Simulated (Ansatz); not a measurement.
**LiBr: how the settings move a single-point run**

How sensitive is a single-point run of LiBr to its settings? A reference run comes first, then one run with altered input.

Computed with Ansatz 0.2.0 (reference: DFT, PBEsol, PAW with Ansatz's default frozen-core files, scalar-relativistic; levels and slopes on a fine mesh, independent-particle optical spectra, unless a step's input says otherwise).

### Step 1. The system as given

The structure is cubic, space group Fm-3m (No. 225). Conventional cell: a = 5.412 Å, b = 5.412 Å, c = 5.412 Å, α = 90.00°, β = 90.00°, γ = 90.00°. Li (site symmetry m-3m) has 6 Br at 2.71 Å as nearest neighbours. Around Br (site symmetry m-3m) lie 6 Li at 2.71 Å.

Structure file:

```cif
data_structure
_symmetry_space_group_name_H-M 'P 1'
_symmetry_Int_Tables_number 1
_cell_length_a 3.8270
_cell_length_b 3.8270
_cell_length_c 3.8270
_cell_angle_alpha 60.000
_cell_angle_beta 60.000
_cell_angle_gamma 60.000
_cell_volume 39.63
loop_
_atom_site_label
_atom_site_type_symbol
_atom_site_fract_x
_atom_site_fract_y
_atom_site_fract_z
_atom_site_occupancy
Li1 Li 0.00000 0.00000 0.00000 1
Br1 Br 0.50000 0.50000 0.50000 1
```

### Step 2. Reference

input.yaml

```yaml
crystal:
  lattice:
    - [0.0, 2.70612999039, 2.70612999039]
    - [2.70612999039, 0.0, 2.70612999039]
    - [2.70612999039, 2.70612999039, 0.0]
  atoms:
    - { symbol: Li, position: [0.0, 0.0, 0.0] }
    - { symbol: Br, position: [0.5, 0.5, 0.5] }
kpoints:
  mp_grid: { grid: [8, 8, 8] }
scf:
  occupations: { method: fixed }
hamiltonian:
  xc: pbesol
  pseudopotentials: { kind: paw }
output:
  forces: true
  stress: true
  eigenvalues: true
  eigenstates:
    nscf_kmesh: { grid: [12, 12, 12] }
    de_dk: true
    e_range: [-4, 8.978214346237]
  optics:
    e_range: [0, 20]
    de: 0.2
    sigma: 0.15
    bands: { spectra_wanted_up_to: 20 }
    nscf_kmesh: { grid: [12, 12, 12] }
checkpoint:
  write: ck
  write_wavefunctions: false
```

Launch:

```sh
ansatz run input.yaml --threads 1 --pin off --max-ram 3072MiB --backend cpu --events-out ev --progress --plain --runs-dir out
```

### Step 3. Variant: mp_grid.grid [4, 4, 4], dispersion d3bj

Changes to input.yaml since step 2:

```diff
@@ -9,3 +9,3 @@
 kpoints:
-  mp_grid: { grid: [8, 8, 8] }
+  mp_grid: { grid: [4, 4, 4] }
 scf:
@@ -15,2 +15,3 @@
   pseudopotentials: { kind: paw }
+  dispersion: d3bj
 output:
```

Q: Predict the outcome of this session. Wanted: for each run, ending; energy change; pressure; gap; force.

As calculated:

```csv
run,ending,energy change,pressure (GPa),gap (eV),force (eV/Å),cycles,time
reference,converged,0,0.0,4.98,0.00,-,11 s
"1: mp_grid.grid [4, 4, 4], dispersion d3bj",converged,-206.8 meV/atom (offset of the dispersion model),-1.6,4.98,0.00,8,11 s
```

Residual by cycle in the longest SCF loop of each run; runs are numbered as in the table. The quantity is the density residual dr2, in eV.

```csv
cycle,reference,run 1
1,0.00285,0.00162
2,2.0e-4,2.2e-4
3,1.7e-5,4.1e-6
4,3.4e-7,6.7e-7
5,8.7e-10,2.1e-7
6,1.6e-11,3.6e-8
7,1.4e-14,1.2e-9
8,-,8.1e-12
```

**Reading.** Changing the k-point mesh and dispersion term moves the energy by -206.8 meV/atom, and the pressure goes from 0.0 to -1.6 GPa.

These are semilocal Kohn-Sham gaps, which aren't the measured quantity. Such gaps usually fall short of the measured ones.
